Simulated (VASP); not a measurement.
A run of VASP 6.6.1 is set up as follows.

File INCAR:

```
SYSTEM = NiO
PREC = Accurate ; ENCUT = 450
EDIFF = 1E-7 ; ISMEAR = 0
SIGMA = 0.02 ; LREAL = .False.
LASPH = .True. ; NELM = 150
ALGO = Normal ; ISIF = 2
LWAVE = .False. ; LCHARG = .False.
ISPIN = 2 ; MAGMOM = 2 -2 0 0
LORBIT = 11 ; LMAXMIX = 4
GGA = PE ; NBANDS = 28
```

Contents of KPOINTS:

```
Automatic mesh
0
Gamma
  9 9 9
  0 0 0
```

Contents of POSCAR:

```
NiO
1.0
    0.0000000000      1.6606214600      4.6616119200
   -1.4381403700     -0.8303107300      4.6616119200
    1.4381403700     -0.8303107300      4.6616119200
Ni O
2 2
Direct
    0.5000000000     -0.5000000000      0.5000000000
    1.0000000000      0.0000000000      1.0000000000
    0.2500000000      0.2500000000      0.2500000000
    0.7500000000      0.7500000000      0.7500000000
```

Potentials or basis: VASP PAW PBE potentials, release 64 (Ni, O).

Run with:

```console
$ cat potpaw_PBE.64/Ni/POTCAR potpaw_PBE.64/O/POTCAR > POTCAR
$ mpirun -np 1 vasp_std > vasp.out
```

Task: Predict the site moments.

Result: Ni +1.29, -1.29; O +0.00 μB.

Task: What does it give for the net moment?

Result: 0.00 μB per cell.
